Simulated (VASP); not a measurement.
# Sn (Fd-3m) in VASP: a series of runs

Aim: see how the results for Sn move with the level of theory and the settings. Levels: PBE+D3(BJ), PBEsol. Tasks: relaxation of cell and atoms.

Everything below comes from runs of VASP 6.6.1. Logs are shortened: lines on timing, memory, paths and dates and some standing lists are left out, and cuts for length are marked.

### 1 The structure

The structure is cubic, space group Fd-3m (No. 227). Conventional cell: a = 6.467 Å, b = 6.467 Å, c = 6.467 Å, α = 90.00°, β = 90.00°, γ = 90.00°. Around Sn (site symmetry -43m) lie 4 Sn at 2.80 Å.

This isn't the form of Sn at room conditions, which is tetragonal (white tin).

### 2 Relaxation of cell and atoms, PBE+D3(BJ)

File INCAR:

```
PREC = Accurate ; ENCUT = 600
EDIFF = 1E-6 ; ISMEAR = 0
SIGMA = 0.03 ; LREAL = F
LASPH = T ; NELM = 80
ALGO = Normal ; ISIF = 3
LWAVE = F ; LCHARG = F
GGA = PE ; IVDW = 12
IBRION = 2 ; NSW = 90
EDIFFG = -0.01
```

File KPOINTS:

```
regular mesh
0
Gamma
  10 10 10
```

File POSCAR:

```
Sn
1.0
    0.0000000000      3.2333428000      3.2333428000
    3.2333428000      0.0000000000      3.2333428000
    3.2333428000      3.2333428000      0.0000000000
Sn
2
Direct
    0.0000000000      0.0000000000      0.0000000000
    0.2500000000      0.2500000000      0.2500000000
```

Potentials or basis: VASP PAW PBE potentials, release 64 (Sn_d).

Launch:

```console
cat potpaw_PBE.64/Sn_d/POTCAR > POTCAR
mpirun -np 1 vasp_std > vasp.out
```

OUTCAR:

```text
PREC = Accurate
   ENCUT = 600
   EDIFF = 1E-6
   ISMEAR = 0
   LREAL = F
   LASPH = T
   NELM = 80
   ISIF = 3
   GGA = PE
   IVDW = 12
   IBRION = 2
   NSW = 90
   EDIFFG = -0.01
 IVDW          = 12

 ion  position               nearest neighbor table
   1  0.000  0.000  0.000-   2 2.80   2 2.80   2 2.80   2 2.80
   2  0.250  0.250  0.250-   1 2.80   1 2.80   1 2.80   1 2.80

  LATTYP: Found a face centered cubic cell.
 ALAT       =     6.4666856000

  Lattice vectors:

 A1 = (   0.0000000000,   3.2333428000,   3.2333428000)
 A2 = (   3.2333428000,   0.0000000000,   3.2333428000)
 A3 = (   3.2333428000,   3.2333428000,   0.0000000000)

Analysis of symmetry for initial positions (statically):
=====================================================================
 Subroutine PRICEL returns:
 Original cell was already a primitive cell.

 Routine SETGRP: Setting up the symmetry group for a
 face centered cubic supercell.

 Subroutine GETGRP returns: Found 48 space group operations
 (whereof 24 operations were pure point group operations)
 out of a pool of 48 trial point group operations.

The static configuration has the point symmetry T_d .
 The point group associated with its full space group is O_h .

Analysis of symmetry for dynamics (positions and initial velocities):
=====================================================================
 Subroutine PRICEL returns:
 Original cell was already a primitive cell.

 Routine SETGRP: Setting up the symmetry group for a
 face centered cubic supercell.

 Subroutine GETGRP returns: Found 48 space group operations
 (whereof 24 operations were pure point group operations)
 out of a pool of 48 trial point group operations.

The dynamic configuration has the point symmetry T_d .
 The point group associated with its full space group is O_h .

 Subroutine INISYM returns: Found 48 space group operations
 (whereof 24 operations are pure point group operations),
 and found     1 'primitive' translations

----------------------------------------------------------------------------------------

                                     Primitive cell

  volume of cell :      67.6060

  direct lattice vectors                    reciprocal lattice vectors
     0.000000000  3.233342800  3.233342800    -0.154638723  0.154638723  0.154638723
     3.233342800  0.000000000  3.233342800     0.154638723 -0.154638723  0.154638723
     3.233342800  3.233342800  0.000000000     0.154638723  0.154638723 -0.154638723

  length of vectors
     4.572637240  4.572637240  4.572637240     0.267842124  0.267842124  0.267842124

  position of ions in fractional coordinates (direct lattice)
     0.000000000  0.000000000  0.000000000
     0.250000000  0.250000000  0.250000000

  ion indices of the primitive-cell ions
   primitive index   ion index
                 1           1
                 2           2

----------------------------------------------------------------------------------------

 KPOINTS: regular mesh

Automatic generation of k-mesh.
 Grid dimensions read from file:
 generate k-points for:   10   10   10

 Generating k-lattice:

  Cartesian coordinates                     Fractional coordinates (reciprocal lattice)
    -0.015463872  0.015463872  0.015463872     0.100000000  0.000000000  0.000000000
     0.015463872 -0.015463872  0.015463872     0.000000000  0.100000000  0.000000000
     0.015463872  0.015463872 -0.015463872     0.000000000  0.000000000  0.100000000

  Length of vectors
     0.026784212  0.026784212  0.026784212

  Shift w.r.t. Gamma in fractional coordinates (k-lattice)
     0.000000000  0.000000000  0.000000000

 Subroutine IBZKPT returns following result:
 ===========================================

 Found     47 irreducible k-points:

 Following reciprocal coordinates:
            Coordinates               Weight
  0.000000  0.000000  0.000000      1.000000
  0.100000  0.000000  0.000000      8.000000
  0.200000  0.000000  0.000000      8.000000
  0.300000  0.000000  0.000000      8.000000
  0.400000  0.000000  0.000000      8.000000
  0.500000  0.000000  0.000000      4.000000
[... 16 lines left out ...]
  0.300000  0.300000  0.000000      6.000000
  0.400000  0.300000  0.000000     24.000000
 [... further k-points ...]
   k-points           NKPTS =     47   k-points in BZ     NKDIM =     47   number of bands    NBANDS=     18
   number of dos      NEDOS =    301   number of ions     NIONS =      2
   total plane-waves  NPLWV =  64000
   dimension x,y,z NGX =    40 NGY =   40 NGZ =   40
   dimension x,y,z NGXF=    80 NGYF=   80 NGZF=   80
   ions per type =               2
   NGX,Y,Z   is equivalent  to a cutoff of  14.54, 14.54, 14.54 a.u.
   NGXF,Y,Z  is equivalent  to a cutoff of  29.09, 29.09, 29.09 a.u.
 SYSTEM =  unknown system
   PREC   = accura    normal or accurate (medium, high low for compatibility)
   ISTART =      0    job   : 0-new  1-cont  2-samecut
[... 48 lines left out ...]

 number of electron      28.0000005 magnetization

 Free energy of the ion-electron system (eV)
  ---------------------------------------------------
  ext. energy  EPLUGINS =         0.00000000
  ---------------------------------------------------
  free energy    TOTEN  =        -7.62492869 eV

  energy without entropy =       -7.62485922  energy(sigma->0) =       -7.62489395

------------------------ aborting loop because EDIFF is reached ----------------------------------------

 Edisp (eV)   -0.62177

 E8    (eV) :    -0.3013

  FORCE on cell =-STRESS in cart. coord.  units (eV):
  Direction    XX          YY          ZZ          XY          YZ          ZX
  --------------------------------------------------------------------------------------
  -------------------------------------------------------------------------------------
  Total       0.90297     0.90297     0.90297     0.00000     0.00000     0.00000
  in kB      21.39919    21.39919    21.39919     0.00000     0.00000     0.00000
  external pressure =       21.40 kB  Pullay stress =        0.00 kB

 VOLUME and BASIS-vectors are now :
 -----------------------------------------------------------------------------
  energy-cutoff  :      600.00
  volume of cell :       67.61
      direct lattice vectors                 reciprocal lattice vectors
     0.000000000  3.233342800  3.233342800    -0.154638723  0.154638723  0.154638723
     3.233342800  0.000000000  3.233342800     0.154638723 -0.154638723  0.154638723
     3.233342800  3.233342800  0.000000000     0.154638723  0.154638723 -0.154638723
[... 41 lines left out ...]
 POSITION                                       TOTAL-FORCE (eV/Angst)
 -----------------------------------------------------------------------------------
      3.30377      6.60754      3.30377        -0.000000      0.000000     -0.000000
      1.65188      1.65188      1.65188         0.000000     -0.000000      0.000000
 -----------------------------------------------------------------------------------
    total drift:                               -0.000000     -0.000000      0.000000

  FREE ENERGIE OF THE ION-ELECTRON SYSTEM (eV)
  ---------------------------------------------------
  free  energy   TOTEN  =        -8.2651005491 eV

  energy  without entropy=       -8.2648318042  energy(sigma->0) =       -8.26496618

--------------------------------------- Ionic step        3  -------------------------------------------

 number of electron      27.9999999 magnetization

 Free energy of the ion-electron system (eV)
  ---------------------------------------------------
  ext. energy  EPLUGINS =         0.00000000
  ---------------------------------------------------
  free energy    TOTEN  =        -7.67741804 eV

  energy without entropy =       -7.67726787  energy(sigma->0) =       -7.67734296

 E-fermi :   5.1945     XC(G=0):  -8.7138

 val. band max:        5.1820123039   @ k =   0.5000   0.0000   0.0000
 cond. band min:       5.2439662757   @ k =   0.4000   0.0000   0.0000
 fundamental gap:      0.0619539718
 Fermi energy:         5.1944924955

 k-point     1 :       0.0000    0.0000    0.0000
  band No.  band energies     occupation
      1     -16.3565      2.00000
      2     -16.3565      2.00000
      3     -16.3565      2.00000
      4     -16.3019      2.00000
      5     -16.3019      2.00000
      6     -16.0219      2.00000
[... 10 lines left out ...]
     17       7.4137      0.00000
     18       7.4137      0.00000
[... 463 lines left out ...]
 k-point    24 :       0.4000    0.3000    0.0000
  band No.  band energies     occupation
      1     -16.4012      2.00000
      2     -16.3950      2.00000
      3     -16.3288      2.00000
      4     -16.2227      2.00000
      5     -16.1913      2.00000
      6     -16.1672      2.00000
[... 10 lines left out ...]
     17      10.5914      0.00000
     18      11.0581      0.00000

 [... further k-points ...]

------------------------ aborting loop because EDIFF is reached ----------------------------------------

 Edisp (eV)   -0.59014

 E8    (eV) :    -0.2854

  FORCE on cell =-STRESS in cart. coord.  units (eV):
  Direction    XX          YY          ZZ          XY          YZ          ZX
  --------------------------------------------------------------------------------------
  -------------------------------------------------------------------------------------
  Total      -0.00171    -0.00171    -0.00171    -0.00000     0.00000    -0.00000
  in kB      -0.03873    -0.03873    -0.03873    -0.00000     0.00000    -0.00000
  external pressure =       -0.04 kB  Pullay stress =        0.00 kB

 VOLUME and BASIS-vectors are now :
 -----------------------------------------------------------------------------
  energy-cutoff  :      600.00
  volume of cell :       70.90
      direct lattice vectors                 reciprocal lattice vectors
     0.000000000  3.284978259  3.284978259    -0.152208009  0.152208009  0.152208009
     3.284978259 -0.000000000  3.284978259     0.152208009 -0.152208009  0.152208009
     3.284978259  3.284978259  0.000000000     0.152208009  0.152208009 -0.152208009

 POSITION                                       TOTAL-FORCE (eV/Angst)
 -----------------------------------------------------------------------------------
      0.00000     -0.00000      0.00000         0.000000      0.000000      0.000000
      1.64249      1.64249      1.64249        -0.000000     -0.000000     -0.000000
 -----------------------------------------------------------------------------------
    total drift:                               -0.000000      0.000000      0.000000

  FREE ENERGIE OF THE ION-ELECTRON SYSTEM (eV)
  ---------------------------------------------------
  free  energy   TOTEN  =        -8.2675574072 eV

  energy  without entropy=       -8.2674072423  energy(sigma->0) =       -8.26748232

 reached required accuracy - stopping structural energy minimisation
```

Run time: 1.7 min. Hardware: 1 thread of Intel Xeon Platinum 8488C (Sapphire Rapids), shared host; peak memory 0.27 GiB.

Results:

* Free energy: -8.2676 eV
* Relaxed volume: 35.45 Å³/atom
* Relaxed cell: a = 4.646 Å, b = 4.646 Å, c = 4.646 Å, α = 60.00°, β = 60.00°, γ = 60.00°
* Space group after relaxing (to 0.05 Å): Fd-3m (No. 227)
* Energy gained by relaxing: 10.4 meV/atom
* Ionic steps: 3
* Pressure after relaxing: 0.0 GPa
* Band gap on the k mesh: none (metal or under the smearing width)
* Dispersion energy per atom: -0.295 eV

Step by step:
| step | energy change (eV) | largest force (eV/Å) | pressure (GPa) | volume (Å³) |
| --- | --- | --- | --- | --- |
| 1 | 0.0000 | 0.0000 | 2.14 | 67.61 |
| 2 | -0.0184 | 0.0000 | -0.63 | 72.12 |
| 3 | -0.0209 | 0.0000 | 0.00 | 70.90 |

Final structure:
```yaml
crystal:
  lattice:
    - [0.00000, 3.28498, 3.28498]
    - [3.28498, 0.00000, 3.28498]
    - [3.28498, 3.28498, 0.00000]
  atoms:
    - { symbol: Sn, position: [0.00000, 0.00000, 0.00000] }
    - { symbol: Sn, position: [0.25000, 0.25000, 0.25000] }
```

Levels at points of the mesh, in eV from the Fermi level:
```csv
k point,band 12,band 13,band 14,band 15,band 16,band 17
"(0.00, 0.00, 0.00)",-0.83,0.15,0.15,0.15,2.22,2.22
"(0.50, 0.00, 0.00)",-6.10,-1.00,-1.00,-0.01,3.28,3.28
"(0.50, 0.50, 0.00)",-7.32,-2.28,-2.28,0.93,0.93,7.56
```

Caveat: pairwise dispersion overbinds metals, which lowers pressure and volume. Zero-point motion and thermal expansion aren't in these numbers.

### 3 Relaxation of cell and atoms, PBE+D3(BJ)

This run uses another cell than the first one, of 35.45 Å³/atom, 1.049 times its volume.

File INCAR:

```
PREC = Accurate ; ENCUT = 600
EDIFF = 1E-7 ; ISMEAR = 0
SIGMA = 0.03 ; LREAL = F
LASPH = T ; NELM = 80
ALGO = Normal ; ISIF = 3
LWAVE = F ; LCHARG = F
GGA = PE ; IVDW = 12
IBRION = 2 ; NSW = 90
EDIFFG = -0.005
```

KPOINTS is that of step 2.

File POSCAR:

```
Sn                                      
1.0
    0.0000000000      3.2849782593      3.2849782593
    3.2849782593     -0.0000000000      3.2849782593
    3.2849782593      3.2849782593      0.0000000000
  Sn            
     2
Direct
     0.0000000000000000    0.0000000000000000    0.0000000000000000
     0.2500000000000000    0.2500000000000000    0.2500000000000000
```

Potentials or basis: VASP PAW PBE potentials, release 64 (Sn_d).

Launch:

```console
cat potpaw_PBE.64/Sn_d/POTCAR > POTCAR
mpirun -np 1 vasp_std > vasp.out
```

Run time: 42 s. Hardware: 1 thread of Intel Xeon Platinum 8488C (Sapphire Rapids), shared host; peak memory 0.27 GiB.

Results (log left out):

- Free energy: -8.2679 eV
- Pressure after relaxing: 0.0 GPa
- Band gap on the k mesh: none (metal or under the smearing width)
- Dispersion energy per atom: -0.295 eV

Final structure:
```
Sn
1.0
     0.00000    3.28498    3.28498
     3.28498    0.00000    3.28498
     3.28498    3.28498    0.00000
Sn
2
Direct
  0.00000 0.00000 0.00000
  0.25000 0.25000 0.25000
```

Levels at points of the mesh, in eV from the Fermi level:
```csv
k point,band 12,band 13,band 14,band 15,band 16,band 17
"(0.00, 0.00, 0.00)",-0.83,0.15,0.15,0.15,2.22,2.22
"(0.50, 0.00, 0.00)",-6.10,-1.00,-1.00,-0.01,3.28,3.28
"(0.50, 0.50, 0.00)",-7.32,-2.28,-2.28,0.93,0.93,7.56
```

Caveat: the relaxation stopped at its first step, so nothing moved; pairwise dispersion overbinds metals, which lowers pressure and volume.

### 4 Relaxation of cell and atoms, PBEsol

File INCAR:

```
PREC = Accurate ; ENCUT = 600
EDIFF = 1E-6 ; ISMEAR = 0
SIGMA = 0.03 ; LREAL = F
LASPH = T ; NELM = 80
ALGO = Normal ; ISIF = 3
LWAVE = F ; LCHARG = F
GGA = PS ; IBRION = 2
NSW = 90 ; EDIFFG = -0.01
```

KPOINTS is that of step 3.

File POSCAR:

```
Sn
1.0
    0.0000000000      3.2333428000      3.2333428000
    3.2333428000      0.0000000000      3.2333428000
    3.2333428000      3.2333428000      0.0000000000
Sn
2
Direct
    0.0000000000      0.0000000000      0.0000000000
    0.2500000000      0.2500000000      0.2500000000
```

Launch:

```console
cat potpaw_PBE.64/Sn_d/POTCAR > POTCAR
mpirun -np 1 vasp_std > vasp.out
```

It took 100 s on 1 thread of Intel Xeon 6975P-C (Granite Rapids), shared host; peak memory 0.27 GiB.

It converged, with:

| Quantity | Value |
| --- | --- |
| Free energy | -8.4630 eV |
| Relaxed volume | 34.92 Å³/atom |
| Relaxed cell | a = 4.622 Å, b = 4.622 Å, c = 4.622 Å, α = 60.00°, β = 60.00°, γ = 60.00° |
| Space group after relaxing (to 0.05 Å) | Fd-3m (No. 227) |
| Energy gained by relaxing | 4.9 meV/atom |
| Ionic steps | 3 |
| Pressure after relaxing | 0.0 GPa |
| Band gap on the k mesh | none (metal or under the smearing width) |

Step by step:
| step | energy change (eV) | largest force (eV/Å) | pressure (GPa) | volume (Å³) |
| --- | --- | --- | --- | --- |
| 1 | 0.0000 | 0.0000 | 1.47 | 67.61 |
| 2 | -0.0086 | 0.0000 | -0.46 | 70.69 |
| 3 | -0.0099 | 0.0000 | 0.00 | 69.84 |

Final structure:
```
Sn
1.0
     0.00000    3.26858    3.26858
     3.26858    0.00000    3.26858
     3.26858    3.26858    0.00000
Sn
2
Direct
  0.00000 0.00000 0.00000
  0.25000 0.25000 0.25000
```

Levels at points of the mesh, in eV from the Fermi level:
```tsv
k point	band 11	band 12	band 13	band 14	band 15	band 16	band 17	band 18
(0.00, 0.00, 0.00)	-10.41	-0.77	0.16	0.16	0.16	2.22	2.22	2.22
(0.50, 0.00, 0.00)	-8.83	-6.16	-1.01	-1.01	-0.03	3.28	3.28	5.62
(0.50, 0.50, 0.00)	-7.38	-7.38	-2.32	-2.32	0.86	0.86	7.65	7.65
```

Caveat: the PAW data sets were made with another functional, which shifts forces and pressure a little.

### 5 Relaxation of cell and atoms, PBEsol

This run uses another cell than the first one, of 34.92 Å³/atom, 1.033 times its volume.

File INCAR:

```
PREC = Accurate ; ENCUT = 600
EDIFF = 1E-7 ; ISMEAR = 0
SIGMA = 0.03 ; LREAL = F
LASPH = T ; NELM = 80
ALGO = Normal ; ISIF = 3
LWAVE = F ; LCHARG = F
GGA = PS ; IBRION = 2
NSW = 90 ; EDIFFG = -0.005
```

KPOINTS is that of step 4.

File POSCAR:

```
Sn                                      
1.0
    0.0000000000      3.2685833775      3.2685833775
    3.2685833775     -0.0000000000      3.2685833775
    3.2685833775      3.2685833775      0.0000000000
  Sn            
     2
Direct
     0.0000000000000000    0.0000000000000000    0.0000000000000000
     0.2500000000000000    0.2500000000000000    0.2500000000000000
```

Launch:

```console
cat potpaw_PBE.64/Sn_d/POTCAR > POTCAR
mpirun -np 1 vasp_std > vasp.out
```

It took 45 s on 1 thread of Intel Xeon 6975P-C (Granite Rapids), shared host; peak memory 0.25 GiB.

The run converged. Its results:

| Property | Result |
| --- | --- |
| Free energy | -8.4633 eV |
| Pressure after relaxing | 0.0 GPa |
| Band gap on the k mesh | none (metal or under the smearing width) |

Final structure:
```cif
data_structure
_symmetry_space_group_name_H-M 'P 1'
_symmetry_Int_Tables_number 1
_cell_length_a 4.6225
_cell_length_b 4.6225
_cell_length_c 4.6225
_cell_angle_alpha 60.000
_cell_angle_beta 60.000
_cell_angle_gamma 60.000
_cell_volume 69.84
loop_
_atom_site_label
_atom_site_type_symbol
_atom_site_fract_x
_atom_site_fract_y
_atom_site_fract_z
_atom_site_occupancy
Sn1 Sn 0.00000 0.00000 0.00000 1
Sn2 Sn 0.25000 0.25000 0.25000 1
```

Levels at points of the mesh, in eV from the Fermi level:
```csv
k point,band 10,band 11,band 12,band 13,band 14,band 15,band 16,band 17,band 18
"(0.00, 0.00, 0.00)",-21.12,-10.41,-0.77,0.16,0.16,0.16,2.22,2.22,2.22
"(0.50, 0.00, 0.00)",-21.08,-8.83,-6.16,-1.01,-1.01,-0.03,3.28,3.28,5.62
"(0.50, 0.50, 0.00)",-21.06,-7.38,-7.38,-2.32,-2.32,0.86,0.86,7.65,7.65
```

Caveat: the relaxation stopped at its first step, so nothing moved; the PAW data sets were made with another functional, which shifts forces and pressure a little.
